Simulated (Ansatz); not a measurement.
# WSe2: the cell at several levels of theory

Cell and atoms of WSe2 in the rutile structure are relaxed in turn with PBE and r2SCAN. This is a trial cell built on a prototype, not taken from a measured structure, and it needn't be the compound's ground state.

The runs shown are made with Ansatz 0.2.0. PAW datasets, plane waves, zero pressure. Computed, not measured; no magnetism was allowed, and the structure may never have been made.

### 1 The structure to begin with

This is the cell as the run starts from it, not yet at rest; its lengths are not the crystal's.

The symmetry is P4_2/mnm (No. 136, tetragonal); conventional cell a = 6.988 Å, c = 4.612 Å, 37.53 Å³ an atom. Around W lie 6 Se at 3.01 Å; around Se lie 3 W at 3.01 Å.

The structure in full:

```xyz
6
Lattice="6.9879 0.0000 0.0000 0.0000 6.9879 0.0000 0.0000 0.0000 4.6120" Properties=species:S:1:pos:R:3 pbc="T T T"
W     0.0000    0.0000    0.0000
W     3.4940    3.4940    2.3060
Se    2.1313    2.1313    0.0000
Se    1.3626    5.6253    2.3060
Se    5.6253    1.3626    2.3060
Se    4.8566    4.8566    0.0000
```

### 2 Relaxation with PBE

File input.yaml:

```yaml
crystal:
  lattice:
    - [6.98790999, 0.0, 0.0]
    - [0.0, 6.98790999, 0.0]
    - [0.0, 0.0, 4.6120205934]
  atoms:
    - { symbol: W, position: [0.0, 0.0, 0.0] }
    - { symbol: W, position: [0.5, 0.5, 0.5] }
    - { symbol: Se, position: [0.305, 0.305, 0.0] }
    - { symbol: Se, position: [0.195, 0.805, 0.5] }
    - { symbol: Se, position: [0.805, 0.195, 0.5] }
    - { symbol: Se, position: [0.695, 0.695, 0.0] }
kpoints:
  mp_grid: { grid: [4, 4, 6] }
hamiltonian:
  xc: pbe
scf:
  occupations: { method: fermi_dirac, width: 0.02 }
relax:
  f_tol: 0.005
  cell: {}
```

On the command line:

```
$ ansatz run input.yaml --threads 2 --pin off --max-ram 20275MiB --backend cpu --events-out ev --progress --plain --runs-dir out
```

Further steps of the session: r2SCAN: cell and atoms.

Before running it: what results should come out? Wanted: for each run, a; c; volume; space group; SCF geometries.

As calculated:

```
 level  a (Å)  c (Å)  volume (Å³/atom)  space group  SCF geometries
   PBE  6.206  3.375            21.663     P4_2/mnm              11
r2SCAN  6.154  3.385            21.361     P4_2/mnm               5
```

What this shows: The first relaxation changed the volume by -42.3 % from the start. The volume runs from r2SCAN (least) to PBE (most), a spread of 1.4 %, or 0.5 % in length if all axes shared it alike. The meshes differ: PBE 4×4×6, r2SCAN 4×4×8.
